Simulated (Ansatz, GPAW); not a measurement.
This is a calculation of MoS2 for GPAW 26.7.0 (ASE script). Atoms were shifted at random by some hundredths of an Å from the given cell, which wasn't relaxed again for these runs. 

Contents of run.py:

```python
from ase import Atoms
from ase.dft.bandgap import bandgap
from ase.io import write
from ase.units import GPa
from ase.parallel import parprint
from gpaw import GPAW, PW, setup_paths

setup_paths.insert(0, '.')

atoms = Atoms(['Mo', 'Mo', 'S', 'S', 'S', 'S'],
              cell=[[3.169, 0.0, 0.0],
                    [-1.5845, 2.7444345046, 0.0],
                    [0.0, 0.0, 12.324]],
              scaled_positions=[[0.682743, 0.339818, 0.752005],
                                [0.339249, 0.652337, 0.251372],
                                [0.666813, 0.341329, 0.378818],
                                [0.328382, 0.647312, 0.879164],
                                [0.67197, 0.34127, 0.123671],
                                [0.345979, 0.670132, 0.622806]],
              pbc=True)

calc = GPAW(mode=PW(600),
            xc='PBEsol',
            kpts={'size': (10, 10, 3), 'gamma': True},
            occupations={'name': 'fermi-dirac', 'width': 0.05},
            nbands=46,
            convergence={'density': 1e-05, 'energy': 1e-05},
            maxiter=150,
            txt='gpaw.txt')
atoms.calc = calc
energy = atoms.get_potential_energy()
forces = atoms.get_forces()
stress = atoms.get_stress()
calc.write('gs.gpw')
write('result.traj', atoms)
parprint(f'Energy: {energy:.6f} eV')
parprint('Forces (eV/A):')
parprint(forces.round(4))
parprint('Stress (GPa):', (stress / GPa).round(3))
parprint('Fermi level:', round(calc.get_fermi_level(), 4), 'eV')
parprint(f'Gap: {bandgap(calc)[0]:.4f} eV, direct: {bandgap(calc, direct=True)[0]:.4f} eV')
```

Potentials or basis: PAW data sets generated in the run's folder for this functional, pw.

Run with:

```bash
$ gpaw-setup -f PBEsol Mo S
$ OMP_NUM_THREADS=1 mpirun -n 4 gpaw python run.py
```

Problem. Set up the same calculation for Ansatz 0.2.0. Potentials or basis there: all-electron LAPW, scalar-relativistic.

Solution. As run (cutoffs and basis follow the program's own potentials, and thresholds, step limits or extra output files can differ):

The input input.yaml:

```yaml
crystal:
  lattice:
    - [3.169, 0.0, 0.0]
    - [-1.5845, 2.7444345046, 0.0]
    - [0.0, 0.0, 12.324]
  atoms:
    - { symbol: Mo, position: [0.682743, 0.339818, 0.752005] }
    - { symbol: Mo, position: [0.339249, 0.652337, 0.251372] }
    - { symbol: S, position: [0.666813, 0.341329, 0.378818] }
    - { symbol: S, position: [0.328382, 0.647312, 0.879164] }
    - { symbol: S, position: [0.67197, 0.34127, 0.123671] }
    - { symbol: S, position: [0.345979, 0.670132, 0.622806] }
kpoints:
  mp_grid: { grid: [10, 10, 3] }
scf:
  occupations: { method: fermi_dirac, width: 0.05 }
hamiltonian:
  xc: pbesol
  pseudopotentials: { kind: all_electron, lapw: { basis_error: 0.001 } }
output:
  forces: true
  stress: true
  eigenvalues: true
  populations: true
```

Potentials or basis: all-electron LAPW, scalar-relativistic.

Launch:

```console
$ ansatz run input.yaml --threads 4 --pin off --max-ram 12288MiB --backend cpu --events-out ev --progress --plain --runs-dir out
```

Both were run:

|  | GPAW | Ansatz |
| --- | --- | --- |
| Pressure | -3.8 GPa | -3.7 GPa |
| Largest force | 1.475 eV/Å | 1.479 eV/Å |

Where Ansatz's input types no cutoff or centring, it takes its own default and a Γ-centred mesh.

Pressure is positive in compression.
